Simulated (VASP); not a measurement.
Wanted: the native input for a VASP 6.6.1 run.

* Task: relaxation of the atoms
* Functional: PBEsol
* Potentials or basis: VASP PAW PBE potentials, release 64 (Rb_sv)
* Cutoff: 600 eV
* k mesh: 10 × 10 × 10
* Occupations: methfessel-paxton, width 0.1 eV
* Spin: no spin polarisation
* Further INCAR settings: ALGO = Normal; EDIFF = 1e-07; IBRION = 2; EDIFFG = -0.01; NSW = 40

The structure of Rb lies in POSCAR:

```
Rb                                      
1.0
   -2.8255919714      2.8255919714      2.8255919714
    2.8255919714     -2.8255919714      2.8255919714
    2.8255919714      2.8255919714     -2.8255919714
  Rb            
     1
Direct
     0.0000000000000000    0.0000000000000000    0.0000000000000000
```

The cell isn't the ideal one: a relaxed cell with its volume scaled by 1.04.

The input as run:

INCAR

```
PREC = Accurate ; ENCUT = 600
EDIFF = 1E-7 ; ISMEAR = 1
SIGMA = 0.1 ; LREAL = F
LASPH = T ; NELM = 80
ALGO = Normal ; ISIF = 2
LWAVE = F ; LCHARG = F
GGA = PS ; IBRION = 2
NSW = 40 ; EDIFFG = -0.01
```

KPOINTS

```
Automatic mesh
0
Gamma
  10 10 10
```

Potentials or basis: VASP PAW PBE potentials, release 64 (Rb_sv).

Launch:

```bash
$ cat potpaw_PBE.64/Rb_sv/POTCAR > POTCAR
$ mpirun -np 1 vasp_std > vasp.out
```

Results of the run:

```yaml
Pressure_after_relaxing: -0.1 GPa
Band_gap_on_the_k_mesh: none (metal or under the smearing width)
```

Caveat: the relaxation stopped at its first step, so nothing moved; the PAW data sets were made with another functional, which shifts forces and pressure a little.

Run time: 42 s on 1 thread of Intel(R) Xeon(R) Platinum 8488C (Sapphire Rapids), on a shared host, peak memory 0.24 GiB.
